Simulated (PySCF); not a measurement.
# RbBr (Fm-3m) in PySCF: density of states with PBE

Aim: the density of states of RbBr with PBE.

All numbers are computed with PySCF 2.14.0; they aren't measurements. Logs are shortened: lines on timing, memory, paths and dates and some standing lists are left out, and cuts for length are marked.

## 1. The structure

The structure is cubic, space group Fm-3m (No. 225). The conventional cell has a = 6.854 Å, b = 6.854 Å, c = 6.854 Å, α = 90.00°, β = 90.00°, γ = 90.00°. Rb (site symmetry m-3m) has 6 Br at 3.43 Å as nearest neighbours. Br (site symmetry m-3m) has 6 Rb at 3.43 Å as nearest neighbours.

## 2. Density of states, PBE

run.py reads:

```python
import json
import numpy as np
from pyscf.pbc import gto, scf, dft, df

cell = gto.Cell()
cell.basis = {'Br': 'DZVP-MOLOPT-SR-GTH-q7', 'Rb': 'DZVP-MOLOPT-SR-GTH-q9'}
cell.pseudo = {'Br': 'GTH-PBE-q7', 'Rb': 'GTH-PBE-q9'}
cell.fromfile('RbBr.xyz')
cell.ke_cutoff = 213  # hartree
cell.exp_to_discard = 0.02
cell.precision = 1e-08
cell.space_group_symmetry = True
cell.symmorphic = False
cell.max_memory = 5880  # MB
cell.verbose = 4
cell.build()

res = {}
kpts = cell.make_kpts([7, 7, 7], space_group_symmetry=True, time_reversal_symmetry=True)
cell.space_group_symmetry = False  # the mesh holds the operations; no search on the supercells of the integral code
mf = dft.KRKS(cell, kpts, xc='pbe')
mf = mf.multigrid_numint()
mf = mf.smearing(sigma=0.00183747, method='fermi')  # hartree
mf.conv_tol = 1e-07
mf.max_cycle = 60

mf.kernel()
res.update(converged=bool(mf.converged), e_tot=mf.e_tot, nelec=cell.nelectron, nao=cell.nao, mesh=list(map(int, cell.mesh)), a=cell.lattice_vectors().tolist(), coords=cell.atom_coords().tolist(),
           mo_energy=[np.real(x).tolist() for x in mf.mo_energy], mo_occ=[np.real(x).tolist() for x in mf.mo_occ])
res.update(e_free=mf.e_free, e_zero=mf.e_zero)
res.update(kpts=kpts.kpts_scaled_ibz.tolist(), weights=kpts.weights_ibz.tolist())
res['parts'] = {k: float(np.real(v)) for k, v in mf.scf_summary.items() if np.isscalar(v)}
json.dump(res, open('results.json', 'w'))
if not mf.converged:
    raise SystemExit('SCF not converged')

print('levels (eV)')
for i, kp in enumerate(res['kpts'][:40]):
    print('k %7.4f %7.4f %7.4f  ' % tuple(kp), ' '.join('%.3f' % (x * 27.211386) for x in res['mo_energy'][i][:13]))

mf = mf.to_khf()  # unfold to the whole mesh
kpts = mf.kpts
# Mulliken populations
dm, s = np.asarray(mf.make_rdm1()), np.asarray(mf.get_ovlp())
sites = cell.aoslice_by_atom()[:, 2:]
tot = np.einsum('kij,kji->i', dm, s).real / len(kpts)
res['mulliken'] = [cell.atom_charge(i) - tot[a0:a1].sum() for i, (a0, a1) in enumerate(sites)]
print('Mulliken charges', np.round(res['mulliken'], 5))

# density of states, Gaussians of 0.15 eV
e = np.asarray(mf.mo_energy).real.reshape(1, -1) * 27.211386
ef = mf.get_fermi()
ef = np.max(ef) * 27.211386
x = np.arange(-15, 10.01, 0.1) + round(ef, 1)
dos = np.exp(-((x[:, None, None] - e) / 0.15) ** 2 / 2).sum(-1).T / (0.15 * np.sqrt(2 * np.pi) * len(kpts)) * 2
res.update(dos_e=x.tolist(), dos=dos.tolist())
for a, b in zip(x[::5], dos.T[::5]):
    print('%8.2f' % a, ' '.join('%9.4f' % y for y in b))

# density on a uniform mesh
grids = dft.gen_grid.UniformGrids(cell)
grids.mesh = [27, 27, 27]
grids.build()
ni = dft.numint.KNumInt()
rho = [ni.get_rho(cell, x, grids, kpts) for x in [dm]]
np.save('rho.npy', np.reshape(rho, (-1, *grids.mesh)))
res['done'] = True
json.dump(res, open('results.json', 'w'))
```

RbBr.xyz reads:

```xyz
2
Lattice="0.0000000000 3.4270000000 3.4270000000 3.4270000000 0.0000000000 3.4270000000 3.4270000000 3.4270000000 0.0000000000" Properties=species:S:1:pos:R:3 pbc="T T T"
Rb     0.0000000000      0.0000000000      0.0000000000
Br     3.4270000000      3.4270000000      3.4270000000
```

Potentials or basis: DZVP-MOLOPT-SR/GTH-PBE (potentials made for PBE).

The run is started by

```sh
> OMP_NUM_THREADS=4 python -u run.py > log
```

Log:

```text
Discarded 0 diffused primitive functions, 0 contracted functions
time reversal: False
k-points in IBZ                         weights
  0:  0.000000,  0.000000,  0.000000    1/343
  1:  0.571429,  0.571429,  0.000000    6/343
  2:  0.571429,  0.571429,  0.571429    8/343
  3:  0.714286,  0.714286,  0.000000    6/343
  4:  0.714286,  0.714286,  0.285714    24/343
  5:  0.714286,  0.714286,  0.428571    12/343
[... 12 lines left out ...]
 18:  0.857143,  0.857143,  0.714286    12/343
 19:  0.857143,  0.857143,  0.857143    8/343

******** <class 'pyscf.pbc.scf.smearing.SmearingKsymAdaptedKRKS'> ********
method = SmearingKsymAdaptedKRKS
initial guess = minao
damping factor = 0
level_shift factor = 0
DIIS = <class 'pyscf.scf.diis.CDIIS'>
diis_start_cycle = 1
diis_space = 8
diis_damp = 0
SCF conv_tol = 1e-07
SCF conv_tol_grad = None
SCF max_cycles = 60
direct_scf = True
direct_scf_tol = 1e-13

******** PBC SCF flags ********
N kpts (BZ) = 343
N kpts (IBZ) = 20
Exchange divergence treatment (exxdiv) = ewald
    madelung (= occupied orbital energy shift) = 0.05056910510718417
    Total energy shift due to Ewald probe charge = -1/2 * Nelec*madelung = -0.404552840857
DF object = <pyscf.pbc.df.fft.FFTDF object>
XC functionals = pbe
small_rho_cutoff = 0
Uniform grid, mesh = [63 63 63]
Set gradient conv threshold to 0.000316228
nelec by numeric integration = 16.000189818599498
init E= -37.622536852609
    sigma = 0.00183747  Optimized mu = 0.0899957422601  entropy = 6.30511791987e-15
nelec by numeric integration = 16.00020674935422
    Total E(T) = -37.6463998583152  Free energy = -37.6463998583152  E0 = -37.6463998583152
cycle= 1 E= -37.6463998583152  delta_E= -0.0239  |g|= 0.287  |ddm|= 5.86
    sigma = 0.00183747  Optimized mu = 0.12598650324  entropy = 1.44768836635e-14
nelec by numeric integration = 16.00019538239882
    Total E(T) = -37.6460583162734  Free energy = -37.6460583162734  E0 = -37.6460583162734
cycle= 2 E= -37.6460583162734  delta_E= 0.000342  |g|= 0.298  |ddm|= 1.75
    sigma = 0.00183747  Optimized mu = 0.134552683309  entropy = -0
nelec by numeric integration = 16.00020149989208
    Total E(T) = -37.6492764360064  Free energy = -37.6492764360064  E0 = -37.6492764360064
cycle= 3 E= -37.6492764360064  delta_E= -0.00322  |g|= 0.00797  |ddm|= 0.838
    sigma = 0.00183747  Optimized mu = 0.13559432862  entropy = -0
nelec by numeric integration = 16.000201325218356
    Total E(T) = -37.6492797587662  Free energy = -37.6492797587662  E0 = -37.6492797587662
cycle= 4 E= -37.6492797587662  delta_E= -3.32e-06  |g|= 0.00158  |ddm|= 0.0494
    sigma = 0.00183747  Optimized mu = 0.135377647558  entropy = -0
nelec by numeric integration = 16.000201312571733
    Total E(T) = -37.6492798393781  Free energy = -37.6492798393781  E0 = -37.6492798393781
cycle= 5 E= -37.6492798393781  delta_E= -8.06e-08  |g|= 4.52e-05  |ddm|= 0.0103
    sigma = 0.00183747  Optimized mu = 0.135376063584  entropy = -0
nelec by numeric integration = 16.000201310728038
    Total E(T) = -37.6492798390261  Free energy = -37.6492798390261  E0 = -37.6492798390261
Extra cycle  E= -37.6492798390261  delta_E= 3.52e-10  |g|= 4.68e-05  |ddm|= 0.000247
converged SCF energy = -37.6492798390261
levels (eV)
k  0.0000  0.0000  0.0000   -23.308 -10.851 -7.279 -7.279 -7.279 1.305 1.305 1.305 5.700 8.979 8.979 8.979 9.797
k  0.5714  0.5714  0.0000   -23.297 -10.809 -7.435 -7.347 -7.347 0.779 1.147 1.147 7.161 8.393 10.762 10.824 11.638
k  0.5714  0.5714  0.5714   -23.299 -10.894 -7.287 -7.287 -7.230 0.362 0.961 0.961 8.619 8.980 10.774 10.774 11.977
k  0.7143  0.7143  0.0000   -23.300 -10.848 -7.323 -7.323 -7.302 0.667 1.187 1.187 7.431 7.671 10.386 10.802 10.802
k  0.7143  0.7143  0.2857   -23.297 -10.844 -7.399 -7.319 -7.294 0.680 0.918 1.016 8.144 9.257 10.215 10.630 11.459
k  0.7143  0.7143  0.4286   -23.298 -10.861 -7.381 -7.297 -7.260 0.547 0.959 0.995 8.562 8.875 10.154 10.872 11.263
[... 12 lines left out ...]
k  0.8571  0.8571  0.7143   -23.304 -10.868 -7.307 -7.276 -7.251 0.799 1.107 1.209 6.888 8.612 9.519 9.941 10.409
k  0.8571  0.8571  0.8571   -23.306 -10.859 -7.281 -7.281 -7.269 1.070 1.233 1.233 6.215 8.845 9.245 9.245 10.101
Mulliken charges [ 0.59854 -0.59854]
  -13.70    0.0000
  -13.20    0.0000
  -12.70    0.0000
  -12.20    0.0000
  -11.70    0.0000
  -11.20    0.3943
[... 43 lines left out ...]
   10.80    4.1187
   11.30    3.1954
```

Run time: 4.9 min. Hardware: 4 threads of Arm Neoverse V1, shared host; peak memory 4.3 GiB.

What came out:

| Item | Value |
| --- | --- |
| Free energy | -1024.4891 eV |
| Band gap on the k mesh | 4.39 eV, direct |
| Mulliken charges | Rb +0.60; Br -0.60 e |

States per cell in windows of 0.5 eV (zero at the valence-band top; states under -8 eV left out):
```csv
from (eV),total
-8.0,0.00
-7.5,0.00
-7.0,0.00
-6.5,0.00
-6.0,0.00
-5.5,0.00
-5.0,0.00
-4.5,0.00
-4.0,0.00
-3.5,0.00
-3.0,0.00
-2.5,0.00
-2.0,0.00
-1.5,0.14
-1.0,2.09
-0.5,3.62
0.0,0.15
0.5,0.00
1.0,0.00
1.5,0.00
2.0,0.00
2.5,0.00
3.0,0.00
3.5,0.00
4.0,0.01
4.5,0.06
5.0,0.05
5.5,0.26
6.0,0.47
6.5,0.94
7.0,1.40
7.5,0.88
```

Caveat: Mulliken charges move with the basis; the basis of atomic orbitals isn't converged, which shifts pressures, moduli and gaps. A hybrid or GW would open this gap; PBE tends to underestimate it.
